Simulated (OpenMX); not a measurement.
# WC: single point with PBE

Crystal: WC.

```xyz
2
Lattice="3.1009 0.0000 0.0000 1.5505 2.6855 0.0000 1.5505 0.8952 2.5319" Properties=species:S:1:pos:R:3 pbc="T T T"
W     0.0000    0.0000    0.0000
C     3.1009    1.7903    1.2659
```

Measurements of this composition are mostly on another form, of space group No. 187.

```yaml
Program: OpenMX 3.8.5
Task: single point
Functional: PBE
Potentials_or_basis: OpenMX 2013 PBE set, W7.0-s3p2d2f1, C6.0-s2p2d1, grid cutoff 400 Ry
k_mesh: 7 × 7 × 7
Occupations: fermi-dirac, width 0.05 eV
Spin: no spin polarisation
```

```
Pressure               : -1.2 GPa
Band gap on the k mesh : none (metal or under the smearing width)
```

Levels at points of the mesh, in eV from the Fermi level:
| k point | band 5 | band 6 | band 7 | band 8 | band 9 | band 10 | band 11 | band 12 |
| --- | --- | --- | --- | --- | --- | --- | --- | --- |
| (0.00, 0.00, 0.00) | -2.50 | -2.48 | -2.48 | -0.90 | -0.89 | -0.89 | -0.74 | -0.74 |

It took 3.7 min on 1 thread of AMD EPYC 7R43 64-Core Processor (Zen 3) (shared host), peak memory 0.69 GiB.

Caveat: the basis of atomic orbitals isn't converged, which shifts pressures, moduli and gaps. The run has no spin-orbit coupling, so splittings on W are missing.
